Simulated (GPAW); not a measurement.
# GaN (F-43m) in GPAW: settings compared

Aim: see how the results for GaN move with the level of theory and the settings. Levels: PBE, LDA. Tasks: G0W0 quasiparticle levels, dielectric tensor.

Program: GPAW 26.7.0. These are calculated values, not measurements. Logs are shortened: lines on timing, memory, paths and dates and some standing lists are left out, and cuts for length are marked. The log counts tension as positive stress, the text compression.

**The experiment to reproduce.**

From a printed reference work, textbook, for a bulk crystal of GaN at 0 K: band gap 3.299 eV (direct).

How close the calculation comes is told below.

### Step 1. The structure

Symmetry: F-43m, No. 216, cubic system. Conventional cell: a = 4.507 Å, b = 4.507 Å, c = 4.507 Å, α = 90.00°, β = 90.00°, γ = 90.00°. Ga (site symmetry -43m) has 4 N at 1.95 Å as nearest neighbours. N (site symmetry -43m) has 4 Ga at 1.95 Å as nearest neighbours.

The cell is a database's computed one.

### Step 2. G0W0 quasiparticle levels, PBE

The input, run.py:

```python
import json
import numpy as np
from ase import Atoms
from ase.dft.bandgap import bandgap
from ase.io import write
from gpaw import GPAW, PW
from gpaw.response.g0w0 import G0W0

atoms = Atoms(['Ga', 'N'],
              cell=[[0.0, 2.2535006075, 2.2535006075],
                    [2.2535006075, 0.0, 2.2535006075],
                    [2.2535006075, 2.2535006075, 0.0]],
              scaled_positions=[[0.0, 0.0, 0.0],
                                [0.25, 0.25, 0.25]],
              pbc=True)

calc = GPAW(mode=PW(600),
            xc='PBE',
            kpts={'size': (6, 6, 6), 'gamma': True},
            occupations={'name': 'fermi-dirac', 'width': 0.001},
            nbands=11,
            convergence={'density': 1e-06},
            maxiter=150,
            txt='gpaw.txt')
atoms.calc = calc
energy = atoms.get_potential_energy()
calc.write('gs.gpw')
write('result.traj', atoms)
print(f'Energy: {energy:.6f} eV')
print('Fermi level:', round(calc.get_fermi_level(), 4), 'eV')
print(f'Gap: {bandgap(calc)[0]:.4f} eV, direct: {bandgap(calc, direct=True)[0]:.4f} eV')

calc.diagonalize_full_hamiltonian(nbands=99)
calc.write('full.gpw', mode='all')

ibz = calc.get_ibz_k_points()
gap, vbm, cbm = bandgap(calc, output=None)
gap, direct, _ = bandgap(calc, direct=True, output=None)
gamma = int(np.abs(ibz).sum(1).argmin())
kpts = sorted({gamma, vbm[1], cbm[1], direct[1]})
gw = G0W0(calc='full.gpw',
          filename='gw',
          ecut=150,
          ecut_extrapolation=True,
          relbands=(-2, 2),
          kpts=kpts,
          integrate_gamma='WS',
          ppa=True)
gw.calculate()
results = {mode: {key: np.asarray(r[key]).tolist() for key in ['f', 'eps', 'vxc', 'exx', 'sigma', 'Z', 'qp', 'sigma_eskn']}
           for mode, r in gw.all_results.items()}
json.dump({'kpts': ibz[kpts].tolist(), 'results': results}, open('gw.json', 'w'))
for mode, r in results.items():
    f, qp = np.array(r['f']), np.array(r['qp'])
    print(mode, 'quasiparticle energies (eV):')
    print(qp.round(3))
    print(mode, 'gap:', round(qp[f < 0.5].min() - qp[f > 0.5].max(), 4), 'eV')
```

Potentials or basis: GPAW PAW data sets (gpaw-data 1.2.1), pw.

On the command line:

```console
> OMP_NUM_THREADS=1 python run.py
```

gpaw.txt:

```text
__  _  _
 | _ |_)|_||  |
 |__||  | ||/\| - 26.7.0

Input parameters:
  mode=PW(ecut=600.0),
  convergence={'density': 1e-06},
  kpts=MonkhorstPack(size=(6, 6, 6), gamma=True),
  maxiter=150,
  nbands=11,
  occupations=Occupations(name='fermi-dirac', width=0.001),
  xc=XC(name='PBE')

Diagonalizing LCAO Hamiltonian
Converting LCAO to pw mode

           N
       Ga

Atoms  # Å, Bohr magnetons
|   | symbol |        x |        y |        z |    initial magnetic moments |
|---|--------|----------|----------|----------|-----------------------------|
| 0 |     Ga | 0.000000 | 0.000000 | 0.000000 | ( 0.0000,  0.0000,  0.0000) |
| 1 |      N | 1.126750 | 1.126750 | 1.126750 | ( 0.0000,  0.0000,  0.0000) |

Unit cell  # Å
| periodic |        x |        y |        z |  lengths |    angles |
|----------|----------|----------|----------|----------|-----------|
|      yes | 0.000000 | 2.253501 | 2.253501 | 3.186931 | 60.000000 |
|      yes | 2.253501 | 0.000000 | 2.253501 | 3.186931 | 60.000000 |
|      yes | 2.253501 | 2.253501 | 0.000000 | 3.186931 | 60.000000 |

Number of symmetries: 24
Symmetry operations  # r_c * U_cc + t_c -> r_c
|    | kind |            matrix            |
|----|------|------------------------------|
|  0 |  E   |  1, 0, 0,  0, 1, 0,  0, 0, 1 |
|  1 |  σ   |  1, 0, 0,  0, 0, 1,  0, 1, 0 |
|  2 |  σ   |  1, 0,-1,  0, 1,-1,  0, 0,-1 |
|  3 |  C3  |  1, 0,-1,  0, 0,-1,  0, 1,-1 |
|  4 |  C3  |  1,-1, 0,  0,-1, 1,  0,-1, 0 |
|  5 |  σ   |  1,-1, 0,  0,-1, 0,  0,-1, 1 |
|  6 |  σ   |  0, 1, 0,  1, 0, 0,  0, 0, 1 |
|  7 |  C3  |  0, 1, 0,  0, 0, 1,  1, 0, 0 |
|  8 |  C2  |  0, 1,-1,  1, 0,-1,  0, 0,-1 |
|  9 |  S4  |  0, 1,-1,  0, 0,-1,  1, 0,-1 |
| 10 |  C3  |  0, 0, 1,  1, 0, 0,  0, 1, 0 |
| 11 |  σ   |  0, 0, 1,  0, 1, 0,  1, 0, 0 |
| 12 |  S4  |  0, 0,-1,  1, 0,-1,  0, 1,-1 |
| 13 |  C3  |  0, 0,-1,  0, 1,-1,  1, 0,-1 |
| 14 |  S4  |  0,-1, 1,  1,-1, 0,  0,-1, 0 |
| 15 |  C2  |  0,-1, 1,  0,-1, 0,  1,-1, 0 |
| 16 |  C3  |  0,-1, 0,  1,-1, 0,  0,-1, 1 |
| 17 |  S4  |  0,-1, 0,  0,-1, 1,  1,-1, 0 |
| 18 |  S4  | -1, 1, 0, -1, 0, 1, -1, 0, 0 |
| 19 |  C3  | -1, 1, 0, -1, 0, 0, -1, 0, 1 |
| 20 |  C3  | -1, 0, 1, -1, 1, 0, -1, 0, 0 |
| 21 |  S4  | -1, 0, 1, -1, 0, 0, -1, 1, 0 |
| 22 |  σ   | -1, 0, 0, -1, 1, 0, -1, 0, 1 |
| 23 |  C2  | -1, 0, 0, -1, 0, 1, -1, 1, 0 |

BZ-sampling:
  Number of BZ points: 216
  Number of IBZ points: 16

  Monkhorst-Pack size: [6, 6, 6]
  Monkhorst-Pack shift: [0.08333333333333333, 0.08333333333333333, 0.08333333333333333]

K-points  # in reciprocal-cell coordinates
|     |                                coordinates |     weight |
|-----|--------------------------------------------|------------|
|   0 | (  0.00000000,   0.00000000,   0.00000000) | 0.00462963 |
|   1 | (  0.16666667,   0.16666667,   0.00000000) | 0.02777778 |
|   2 | (  0.16666667,   0.16666667,   0.16666667) | 0.03703704 |
|   3 | (  0.33333333,   0.16666667,   0.16666667) | 0.05555556 |
|   4 | (  0.33333333,   0.33333333,  -0.33333333) | 0.05555556 |
|   5 | (  0.33333333,   0.33333333,   0.00000000) | 0.02777778 |
|   6 | (  0.33333333,   0.33333333,   0.16666667) | 0.11111111 |
|   7 | (  0.33333333,   0.33333333,   0.33333333) | 0.03703704 |
|   8 | (  0.50000000,   0.33333333,  -0.33333333) | 0.11111111 |
|   9 | (  0.50000000,   0.33333333,  -0.16666667) | 0.05555556 |
| ... |                                            |            |
|  15 | (  0.50000000,   0.50000000,   0.50000000) | 0.01851852 |

Plane wave coefficients: 778
Cutoff: 600.0 eV

Spin-components: 1 (collinear spins)
Bands:           11
Projectors:      10
Spin-degeneracy: 2
Datatype:        complex128

Parallelization:
  kpt:    1
  domain: 1
  band:   1

Density:
  Valence electrons: 8.0
  Components: 1
  Grid points: [20 20 20]
  Charge: 0.0  # |e|

Potential:
  Grid points: [20 20 20]

species:
  Ga:
    name:    Gallium
    Z:       31.0
    valence: 3
    core:    28
    charge:  0.0  # [|e|]
    compensation charges:
      type: gauss
      rc: 0.37  # [Å]
      lmax: 2
    cutoffs:
      filter: 2.06  # [Å]
      core: 4.17  # [Å]
    projectors
    | kind |    occ | energy [eV] | rcut [Å] |
    |------|--------|-------------|----------|
    |   4s |  2.000 |      -8.945 |    1.164 |
    |   4p |  1.000 |      -2.580 |    1.164 |
    |    s |        |      18.266 |    1.164 |
    |    p |        |      24.631 |    1.164 |
    |    d |        |       0.000 |    1.164 |

    Using partial waves for Ga as LCAO basis

  N:
    name:    Nitrogen
    Z:       7.0
    valence: 5
    core:    2
    charge:  0.0  # [|e|]
    compensation charges:
      type: gauss
      rc: 0.18  # [Å]
      lmax: 2
    cutoffs:
      filter: 1.11  # [Å]
      core: 0.96  # [Å]
    projectors
    | kind |    occ | energy [eV] | rcut [Å] |
    |------|--------|-------------|----------|
    |   2s |  2.000 |     -18.583 |    0.603 |
    |   2p |  3.000 |      -7.089 |    0.529 |
    |    s |        |       8.629 |    0.603 |
    |    p |        |      20.123 |    0.529 |
    |    d |        |       0.000 |    0.577 |

    Using partial waves for N as LCAO basis

Reference energy: -54366.393033  # eV

eigensolver:
  PPCG
  Converge bands: occupied
  niter=2

density mixing:
  MSR1-Mixer
  Pratt-step length: 0.05
  Maximum mixing coefficient: 0.75
  Old densities: 10
  SVD Regularization: 0.005
  Good broyden scale: 1.0
  Trust region scale: 1.0
  Backstep threshold: 4.0
  History deletion threshold: 6.0
  Fourier metric: weight=20.0, sigma=0.015

occupation numbers:
  Fermi-Dirac:
    width: 0.0010  # eV

poisson solver:
  ecut: 4800.0  # eV

xc functional:
  name: PBE with 2 nearest neighbor stencil

convergence criteria:
- Maximum integral of absolute [dens]ity change: 1e-06 electrons / valence electron
- Maximum [total energy] change in last 3 cyles: 0.0005 eV / valence electron
- Maximum integral of absolute [eigenst]ate change: 4e-08 eV^2 / valence electron
maximum number of iterations: 150

SCF iterations
|iter     | |      energy | eigst |  dens |
|---------|-|-------------|-------|-------|
|iter:   1| |  -13.685408 | -0.32 |       |
|iter:   2| |  -13.207996 | -2.06 | -0.57 |
|iter:   3| |  -11.918583 | -0.71 | -0.62 |
|iter:   4| |  -11.916984 | -3.26 | -1.30 |
|iter:   5| |  -11.917785c| -3.51 | -1.57 |
|iter:   6| |  -11.917813c| -5.54 | -2.84 |
|iter:   7| |  -11.917825c| -6.23 | -3.17 |
|iter:   8| |  -11.917825c| -8.37c| -4.37 |
|iter:   9| |  -11.917825c| -8.03c| -4.86 |
|iter:  10| |  -11.917825c| -9.44c| -5.94 |
|iter:  11| |  -11.917825c|-10.30c| -6.63c|

Converged in 11 steps
Energy contributions relative to reference atoms: (reference = -54366.393033)

Energy contributions:
  Kinetic:          32.991346
  Coulomb:         -28.712930
  Zero:              0.056903
  External:          0.000000
  Xc:              -16.253144
  Entropy:          -0.000000
  Spinorbit:         0.000000
  ----------------------------
  Free energy:     -11.917825
  Extrapolated:    -11.917825

dipole moment: (-12.569363, -12.569363, -12.569363)  # |e|*Ang

Fermi level: 6.608
Eigenvalues  # (at kpt = [0.000, 0.000, 0.000])
| band index |      eig [eV] | occ [0-2] |
|------------|---------------|-----------|
|          0 |        -9.477 |     2.000 |
|          1 |         6.413 |     2.000 |
|          2 |         6.413 |     2.000 |
|          3 |         6.413 |     2.000 |
|          4 |         8.215 |     0.000 |
|          5 |        16.801 |     0.000 |
|          6 |        16.801 |     0.000 |
|          7 |        16.801 |     0.000 |
|          8 |        24.094 |     0.000 |
|          9 |        24.823 |     0.000 |
|         10 |        24.827 |     0.000 |

Gap: 1.802 eV
Transition (v -> c):
  (s=0, k=0, n=3, [0.00, 0.00, 0.00]) -> (s=0, k=0, n=4, [0.00, 0.00, 0.00])
No difference between direct/indirect transitions
# Writing to gs.gpw (mode='')

Matrix size: 778x778
# Writing to full.gpw (mode='all')
```

Wall time 3.5 min (1 thread of Intel Xeon Platinum 8259CL at 2.50GHz (Skylake/Cascade Lake), shared host); peak memory 0.38 GiB.

What came out:

- Free energy: -11.9178 eV
- Band gap on the k mesh, mean-field level: 1.80 eV, direct
- Quasiparticle gap: 3.37 eV
- Least direct quasiparticle gap: 3.37 eV

Caveat: the k mesh is coarse; the quasiparticle gap is taken among the few k points that were corrected; the long-wavelength limit can be off by a per cent or two.

### Step 3. Dielectric tensor, LDA

The input, run.py:

```python
import numpy as np
from ase import Atoms
from ase.dft.bandgap import bandgap
from ase.io import write
from gpaw import GPAW, PW
from gpaw.response.df import DielectricFunction

atoms = Atoms(['Ga', 'N'],
              cell=[[0.0, 2.2535006075, 2.2535006075],
                    [2.2535006075, 0.0, 2.2535006075],
                    [2.2535006075, 2.2535006075, 0.0]],
              scaled_positions=[[0.0, 0.0, 0.0],
                                [0.25, 0.25, 0.25]],
              pbc=True)

calc = GPAW(mode=PW(600),
            xc='LDA',
            kpts={'size': (8, 8, 8), 'gamma': True},
            occupations={'name': 'fermi-dirac', 'width': 0.001},
            nbands=11,
            convergence={'density': 1e-06},
            maxiter=150,
            txt='gpaw.txt')
atoms.calc = calc
energy = atoms.get_potential_energy()
calc.write('gs.gpw')
write('result.traj', atoms)
print(f'Energy: {energy:.6f} eV')
print('Fermi level:', round(calc.get_fermi_level(), 4), 'eV')
print(f'Gap: {bandgap(calc)[0]:.4f} eV, direct: {bandgap(calc, direct=True)[0]:.4f} eV')

for size in [(18, 18, 18), (26, 26, 26)]:
    name = 'x'.join(str(n) for n in size)
    dense = calc.fixed_density(kpts={'size': size, 'gamma': True},
                               nbands=30, convergence={'bands': 24, 'eigenstates': 1e-7},
                               update_fermi_level=True, txt=f'dense-{name}.txt')
    dense.write(f'{name}.gpw', mode='all')
    df = DielectricFunction(f'{name}.gpw', frequencies=np.array([0.0]), hilbert=False, eta=0.001,
                            ecut=80, nbands=24, intraband=False, txt=f'df-{name}.txt')
    for xc in ['RPA', 'LR0.2', 'ALDA_X']:
        for direction in ['x', 'y', 'z', [0, 1, 1], [1, 0, 1], [1, 1, 0]]:
            e0, e = df.get_macroscopic_dielectric_constant(xc=xc, direction=direction)
            print(f'{name} {xc} {direction}: {e0:.4f} without, {e:.4f} with local fields')
```

Potentials or basis: the program's PAW data sets (release 1.2.1) made for this functional, pw.

On the command line:

```console
> OMP_NUM_THREADS=1 python run.py
```

gpaw.txt:

```text
__  _  _
 | _ |_)|_||  |
 |__||  | ||/\| - 26.7.0

Input parameters:
  mode=PW(ecut=600.0),
  convergence={'density': 1e-06},
  kpts=MonkhorstPack(size=(8, 8, 8), gamma=True),
  maxiter=150,
  nbands=11,
  occupations=Occupations(name='fermi-dirac', width=0.001),
  xc=XC(name='LDA')

Diagonalizing LCAO Hamiltonian
Converting LCAO to pw mode

           N
       Ga

Atoms  # Å, Bohr magnetons
|   | symbol |        x |        y |        z |    initial magnetic moments |
|---|--------|----------|----------|----------|-----------------------------|
| 0 |     Ga | 0.000000 | 0.000000 | 0.000000 | ( 0.0000,  0.0000,  0.0000) |
| 1 |      N | 1.126750 | 1.126750 | 1.126750 | ( 0.0000,  0.0000,  0.0000) |

Unit cell  # Å
[... 166 lines left out ...]
|iter     | |      energy | eigst |  dens |
|---------|-|-------------|-------|-------|
|iter:   1| |  -15.436713 | -0.33 |       |
|iter:   2| |  -14.976251 | -2.08 | -0.58 |
|iter:   3| |  -13.725419 | -0.76 | -0.63 |
|iter:   4| |  -13.710785 | -3.16 | -1.31 |
|iter:   5| |  -13.706024 | -3.49 | -1.59 |
|iter:   6| |  -13.706022 | -5.84 | -2.83 |
|iter:   7| |  -13.706025c| -6.56 | -3.20 |
|iter:   8| |  -13.706025c| -7.54c| -4.40 |
|iter:   9| |  -13.706025c| -8.42c| -5.16 |
|iter:  10| |  -13.706025c| -9.35c| -5.89 |
|iter:  11| |  -13.706025c|-10.04c| -6.59c|

Converged in 11 steps
Energy contributions relative to reference atoms: (reference = -54278.930546)

Energy contributions:
  Kinetic:          32.251875
  Coulomb:         -28.298733
  Zero:              0.052019
  External:          0.000000
  Xc:              -17.711186
  Entropy:          -0.000000
  Spinorbit:         0.000000
  ----------------------------
  Free energy:     -13.706025
  Extrapolated:    -13.706025

dipole moment: (-12.672805, -12.672805, -12.672805)  # |e|*Ang

Fermi level: 6.090
Eigenvalues  # (at kpt = [0.000, 0.000, 0.000])
| band index |      eig [eV] | occ [0-2] |
|------------|---------------|-----------|
|          0 |        -9.728 |     2.000 |
|          1 |         6.039 |     2.000 |
|          2 |         6.039 |     2.000 |
|          3 |         6.039 |     2.000 |
|          4 |         7.882 |     0.000 |
|          5 |        16.247 |     0.000 |
|          6 |        16.247 |     0.000 |
|          7 |        16.247 |     0.000 |
|          8 |        23.425 |     0.000 |
|          9 |        24.387 |     0.000 |
|         10 |        24.397 |     0.000 |

Gap: 1.842 eV
Transition (v -> c):
  (s=0, k=0, n=3, [0.00, 0.00, 0.00]) -> (s=0, k=0, n=4, [0.00, 0.00, 0.00])
No difference between direct/indirect transitions
# Writing to gs.gpw (mode='')
```

stdout:

```text
Energy: -13.706025 eV
Fermi level: 6.0902 eV
Gap: 1.8422 eV, direct: 1.8422 eV
18x18x18 RPA x: 5.9447 without, 5.6629 with local fields
18x18x18 RPA y: 5.9447 without, 5.6629 with local fields
18x18x18 RPA z: 5.9447 without, 5.6629 with local fields
[... 22 lines left out ...]
26x26x26 LR0.2 y: 5.9424 without, 6.0382 with local fields
26x26x26 LR0.2 z: 5.9424 without, 6.0382 with local fields
26x26x26 LR0.2 [0, 1, 1]: 5.9424 without, 6.0382 with local fields
26x26x26 LR0.2 [1, 0, 1]: 5.9424 without, 6.0382 with local fields
26x26x26 LR0.2 [1, 1, 0]: 5.9424 without, 6.0382 with local fields
26x26x26 ALDA_X x: 5.9424 without, 5.8884 with local fields
26x26x26 ALDA_X y: 5.9424 without, 5.8884 with local fields
26x26x26 ALDA_X z: 5.9424 without, 5.8884 with local fields
26x26x26 ALDA_X [0, 1, 1]: 5.9424 without, 5.8884 with local fields
26x26x26 ALDA_X [1, 0, 1]: 5.9424 without, 5.8884 with local fields
26x26x26 ALDA_X [1, 1, 0]: 5.9424 without, 5.8884 with local fields
```

Run time: 2 min. Hardware: 1 thread of Intel Xeon 6975P-C (Granite Rapids), shared host; peak memory 0.83 GiB.

What came out:

- Free energy: -13.7060 eV
- Band gap on the k mesh: 1.84 eV, direct
- Electronic dielectric tensor (diagonal): 5.66

Electronic dielectric tensor:
```
5.66 0.00 0.00
0.00 5.66 0.00
0.00 0.00 5.66
```

Caveat: the long-wavelength limit can be off by a per cent or two.

### Step 4. Comparison with measurements

Step 2. Against the measured gap of GaN, 3.299 eV (direct; 0 K; a printed reference work, textbook), the calculated 3.37 eV is off by +0.07 eV. Spin-orbit coupling on Ga is left out. The value is that of G0W0 on PBE, without temperature or zero-point motion. The cell is a database's relaxed one, not the measured one, which moves gaps too.

Step 3. Against the measured gap of GaN, 3.299 eV (direct; 0 K; a printed reference work, textbook), the calculated 1.84 eV is off by -1.46 eV. Spin-orbit coupling on Ga is left out. The value is that of LDA on a finite k mesh, which can miss the band edges, without temperature or zero-point motion. Semilocal functionals fall short of measured gaps as a rule. The cell is a database's relaxed one, not the measured one, which moves gaps too.
